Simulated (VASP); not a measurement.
# KCl: single point with r2SCAN

**What was measured.**

From a printed reference work, monograph, for a bulk crystal of KCl: band gap 8.68 eV.

Crystal: KCl.

```
CELL_PARAMETERS angstrom
0.00000 3.12180 3.12180
3.12180 0.00000 3.12180
3.12180 3.12180 0.00000
ATOMIC_POSITIONS crystal
K 0.00000 0.00000 0.00000
Cl 0.50000 0.50000 0.50000
```

```yaml
Program: VASP 6.6.1
Task: single point
Functional: r2SCAN
Potentials_or_basis: VASP PAW PBE potentials, release 64 (K_sv, Cl)
Cutoff: 550 eV
k_mesh: 6 × 6 × 6
Occupations: gaussian, width 0.02 eV
Spin: no spin polarisation
Dipole_correction: no
Further_INCAR_settings: ALGO = Normal; EDIFF = 1e-06; NBANDS = 15
```

The pressure is 0.5 GPa and the band gap on the k mesh is 5.91 eV.

Levels at points of the mesh, in eV from the valence-band top:
```
           k point  band 4  band 5  band 6  band 7  band 8  band 9  band 10  band 11  band 12  band 13
(0.00, 0.00, 0.00)  -10.90  -10.90    0.00    0.00    0.00    5.91     9.04     9.04     9.04    10.10
(0.50, 0.00, 0.00)  -10.91  -10.67   -1.09   -0.34   -0.34    8.20     9.34    11.40    11.40    12.26
(0.50, 0.50, 0.00)  -10.96  -10.96   -0.68   -0.23   -0.23    7.01     9.33    10.84    11.15    11.66
```

Run time: 76 s on 1 thread of AMD EPYC 7R43 64-Core Processor (Zen 3), with other jobs on the host, peak memory 0.18 GiB.

Measured gap of KCl: 8.68 eV (a printed reference work, monograph). This calculation gives 5.91 eV (-2.77 eV). The value is that of r2SCAN, without temperature or zero-point motion.

Caveat: the PAW data sets were made with another functional, which shifts forces and pressure a little.
